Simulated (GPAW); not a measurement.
## Input and output of a self-consistent single point for Sb₂Te₃ (R-3m, 5 atoms in the cell) (GPAW)

Computed with PBE, GPAW PAW datasets PBE (gpaw-data 1.0.1) (plane waves; GPAW).

Input:

```python
from ase import Atoms
from ase.units import GPa
from gpaw import GPAW

atoms = Atoms(['Sb', 'Sb', 'Te', 'Te', 'Te'],
              cell=[[2.115161, 1.221189, 10.411342],
                    [-2.115161, 1.221189, 10.411342],
                    [0.000000, -2.442378, 10.411342]],
              positions=[[-0.000000, 0.000000, 18.871599],
                         [-0.000000, 0.000000, 12.362427],
                         [0.000000, -0.000000, 24.441968],
                         [0.000000, 0.000000, 6.792058],
                         [0.000000, 0.000000, 0.000000]],
              pbc=True)

calc = GPAW(mode={'name': 'pw', 'ecut': 600},
            xc='PBE',
            kpts={'size': (4, 4, 4), 'gamma': True},
            occupations={'name': 'methfessel-paxton', 'width': 0.05, 'order': 0},
            nbands=-4,
            convergence={'forces': 0.001, 'bands': -2},
            symmetry={'symmorphic': False, 'tolerance': 0.0005},
            maxiter=100,
            txt='-')

atoms.calc = calc

energy = atoms.get_potential_energy()
print('Energy (eV):', round(energy, 6))
forces = atoms.get_forces()
print('Forces (eV/Ang):')
print(forces.round(5))
stress = atoms.get_stress()
print('Stress (GPa, Voigt):', (stress / GPa).round(4))
```

Output, abridged:

```
Input parameters:
  convergence: {bands: -2,
                forces: 0.001}
  kpts: {gamma: True,
         size: (4, 4, 4)}
  maxiter: 100
  mode: {ecut: 600,
         name: pw}
  nbands: -4
  occupations: {name: methfessel-paxton,
                order: 0,
                width: 0.05}
  symmetry: {symmorphic: False,
             tolerance: 0.0005}
  xc: PBE

species:
  Sb:
    name: Antimony
    Z: 51.0
    valence: 15
    core: 36
    charge: 0.0
    file: Sb.PBE.gz

    # Using partial waves for Sb as LCAO basis

  Te:
    name: Tellurium
    Z: 52.0
    valence: 6
    core: 46
    charge: 0.0
    file: Te.PBE.gz

    # Using partial waves for Te as LCAO basis

Reference energy: -906935.166797  # eV

Spin-paired calculation

Convergence criteria:
 Maximum [total energy] change in last 3 cyles: 0.0005 eV / valence electron
 Maximum integral of absolute [dens]ity change: 0.0001 electrons / valence electron
 Maximum integral of absolute [eigenst]ate change: 4e-08 eV^2 / valence electron
 Maximum change in the atomic [forces] across last 2 cycles: 0.001 eV/Ang OR
Maximum error relative to the maximum force is below inf
 Maximum number of scf [iter]ations: 100

Symmetries present (total): 12
Symmetries with fractional translations: 0
64 k-points: 4 x 4 x 4 Monkhorst-Pack grid + [1/8,1/8,1/8]
13 k-points in the irreducible part of the Brillouin zone
       k-points in crystal coordinates                weights
   0:     0.00000000    0.00000000    0.00000000          1/64
   1:     0.25000000    0.00000000   -0.25000000          6/64
   2:     0.25000000    0.00000000    0.00000000          6/64
   [... 7 lines left out ...]
          ...
  12:     0.50000000    0.50000000    0.50000000          1/64

Wave functions: Plane wave expansion
  Cutoff energy: 600.000 eV
  Number of coefficients (min, max): 5359, 5436
  Pulay-stress correction: 0.000000 eV/Ang^3 (de/decut=0.000000)

Occupation numbers: Methfessel-Paxton:
  width: 0.0500  # eV
  order: 0

Eigensolver

Densities:
  Coarse grid: 63*63*63 grid
  Fine grid: 126*126*126 grid
  Total Charge: 0.000000

Density mixing:
  Method: separate
  Backend: pulay
  Linear mixing parameter: 0.05
  old densities: 5
  Damping of long wavelength oscillations: 50

Hamiltonian:
  XC and Coulomb potentials evaluated on a 126*126*126 grid
  External potential:
    NoExternalPotential

XC parameters: PBE with 2 nearest neighbor stencil

Number of atoms: 5
Number of atomic orbitals: 30
Number of bands in calculation: 28
Number of valence electrons: 48
Bands to converge: 26

Density initialized from atomic densities
  28 bands from LCAO basis set

Atomic positions and initial magnetic moments

Positions:
   0 Sb    -0.000000    0.000000   18.871599    ( 0.0000,  0.0000,  0.0000)
   1 Sb    -0.000000    0.000000   12.362427    ( 0.0000,  0.0000,  0.0000)
   2 Te     0.000000   -0.000000   24.441968    ( 0.0000,  0.0000,  0.0000)
   3 Te     0.000000    0.000000    6.792058    ( 0.0000,  0.0000,  0.0000)
   4 Te     0.000000    0.000000    0.000000    ( 0.0000,  0.0000,  0.0000)

Unit cell:
           periodic     x           y           z      points  spacing
  1. axis:    yes    2.115161    1.221189   10.411342    63     0.0578
  2. axis:    yes   -2.115161    1.221189   10.411342    63     0.0578
  3. axis:    yes    0.000000   -2.442378   10.411342    63     0.0578

  Lengths:  10.693982  10.693982  10.693982
  Angles:   22.815492  22.815492  22.815489

Effective grid spacing dv^(1/3) = 0.0864

     iter     time        total  log10-change:
                         energy   eigst   dens  force
iter:   1 --:--:--   -18.888598   +0.70
iter:   2 --:--:--   -19.051884   -0.08  -1.41
iter:   3 --:--:--   -19.031996   -0.96  -1.46
iter:   4 --:--:--   -19.056663   -1.47  -1.56
iter:   5 --:--:--   -19.054563   -1.97  -1.81
iter:   6 --:--:--   -19.044980c  -2.53  -1.85
iter:   7 --:--:--   -19.030693c  -2.41  -1.92
iter:   8 --:--:--   -19.027148c  -3.41  -2.42
iter:   9 --:--:--   -19.027805c  -2.86  -2.56
iter:  10 --:--:--   -19.025408c  -3.79  -2.54
iter:  11 --:--:--   -19.025664c  -3.76  -2.80
   [... 3 lines left out ...]
iter:  15 --:--:--   -19.024717c  -5.13  -3.48
iter:  16 --:--:--   -19.024695c  -5.23  -3.47
iter:  17 --:--:--   -19.024699c  -5.84  -3.64
iter:  18 --:--:--   -19.024697c  -6.48  -3.66
iter:  19 --:--:--   -19.024700c  -6.80  -3.74
iter:  20 --:--:--   -19.024701c  -7.77c -4.21c
iter:  21 --:--:--   -19.024700c  -7.25  -4.28c
iter:  22 --:--:--   -19.024700c  -7.86c -4.83c -1.80
iter:  23 --:--:--   -19.024700c  -8.70c -5.09c -3.51c

Converged after 23 iterations.

Dipole moment: (0.000000, 0.000000, 0.000000) |e|*Ang

Energy contributions relative to reference atoms: (reference = -906935.166797)

Kinetic:        +30.708991
Potential:      -31.025689
External:        +0.000000
XC:             -19.503420
Entropy (-ST):   -0.000000
Local:           +0.795419
SIC:             +0.000000
--------------------------
Free energy:    -19.024700
Extrapolated:   -19.024700

Showing only first 2 kpts
 Kpt  Band  Eigenvalues  Occupancy
  0    22      5.02988    2.00000
  0    23      6.16927    1.99991
  0    24      6.44560    0.00009
  0    25      6.75727    0.00000

  1    22      4.70285    2.00000
  1    23      5.61012    2.00000
  1    24      7.42543    0.00000
  1    25      8.14712    0.00000

Fermi level: 6.30744

Gap: 0.276 eV
Transition (v -> c):
  (s=0, k=0, n=23, [0.00, 0.00, 0.00]) -> (s=0, k=0, n=24, [0.00, 0.00, 0.00])
No difference between direct/indirect transitions
Energy (eV): -19.0247

Forces in eV/Ang:
  0 Sb    0.00000    0.00000    0.11061
  1 Sb    0.00000   -0.00000   -0.11061
  2 Te    0.00000    0.00000    0.37559
  3 Te    0.00000   -0.00000   -0.37559
  4 Te    0.00000   -0.00000   -0.00000

Stress tensor:
    -0.019665     0.000000    -0.000000
     0.000000    -0.019665    -0.000000
    -0.000000    -0.000000    -0.017834
Stress (GPa, Voigt): [-3.1506 -3.1506 -2.8573 -0.     -0.      0.    ]
```

The run converged in 23 iterations. GPAW prints stress with tension positive.

The starting cell comes from a database of computed structures (which also holds hypothetical and non-ambient phases and stackings), without a prior relaxation at this level. Its lattice was rescaled by a random factor within 2.5 % of one. Spin-orbit coupling is off. With a pressure of about 3 GPa the cell is away from its equilibrium volume at this level.

Cost on one core of a shared machine: roughly 2 min.
